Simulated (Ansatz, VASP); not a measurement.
# Two plane-wave programs on S

Contents of INCAR:

```
SYSTEM = S
PREC = Accurate
ENCUT = 520
EDIFF = 1E-6
ISMEAR = -1
SIGMA = 0.1
LREAL = .FALSE.
LASPH = .TRUE.
NELM = 100
ALGO = Normal
ISIF = 2
LWAVE = .FALSE.
LCHARG = .FALSE.
GGA = PE
NBANDS = 13
```

KPOINTS

```
Automatic mesh
0
G
  15 15 8
  0 0 0
```

The input POSCAR:

```
S
1.0
    2.9943893759      0.0000000000      0.0000000000
   -1.4971946880      2.5932172684      0.0000000000
    0.0000000000      0.0000000000      3.4248883662
S
2
Direct
    0.3333333333      0.6666666667      0.2500000000
    0.6666666667      0.3333333333      0.7500000000
```

Input for Ansatz:

```yaml
crystal:
  lattice:
    - [2.9943893759, 0.0, 0.0]
    - [-1.497194688, 2.5932172684, 0.0]
    - [0.0, 0.0, 3.4248883662]
  atoms:
    - { symbol: S, position: [0.3333333333, 0.6666666667, 0.25] }
    - { symbol: S, position: [0.6666666667, 0.3333333333, 0.75] }
kpoints:
  mp_grid: { grid: [15, 15, 8] }
  band_path:
    path:
      - [0.0, 0.0, 0.0]
      - [0.5, 0.0, 0.0]
      - [0.3333333333, 0.3333333333, 0.0]
      - [0.0, 0.0, 0.0]
      - [0.0, 0.0, 0.5]
      - [0.5, 0.0, 0.5]
      - [0.3333333333, 0.3333333333, 0.5]
      - [0.0, 0.0, 0.5]
      - [0.5, 0.0, 0.5]
    npoints: 8
scf:
  occupations: { method: fermi_dirac, width: 0.1 }
hamiltonian:
  xc: pbe
  pseudopotentials: { kind: paw }
output:
  forces: true
  stress: true
  eigenvalues: true
  populations: true
  dos: { projected: true, de: 0.2, e_range: [-14, 8] }
```

Change from the starting cell: volume scaled by 0.78, PAW files.

Alike in both runs: task single point; functional PBE; k mesh 15 × 15 × 8; occupations fermi-dirac, width 0.1 eV; no spin polarisation.

|  | VASP | Ansatz |
| --- | --- | --- |
| version | VASP 6.6.1 | Ansatz 0.2.0 |
| potentials or method | VASP PAW PBE potentials, release 64 (S) | PAW with Ansatz's default frozen-core files, scalar-relativistic |
| plane-wave cutoff (eV) | 520 | 420 |
| valence electrons in the cell | 12 | 12 |

VASP gave:

| Property | Result |
| --- | --- |
| pressure (GPa) | 26.8 |

Q: What did Ansatz give for the same quantities?

A: Pressure (GPa): 27.2.

Caveats: so large a pressure means that the cell lies far from this level's equilibrium, or that cutoff or potentials fall short (VASP).
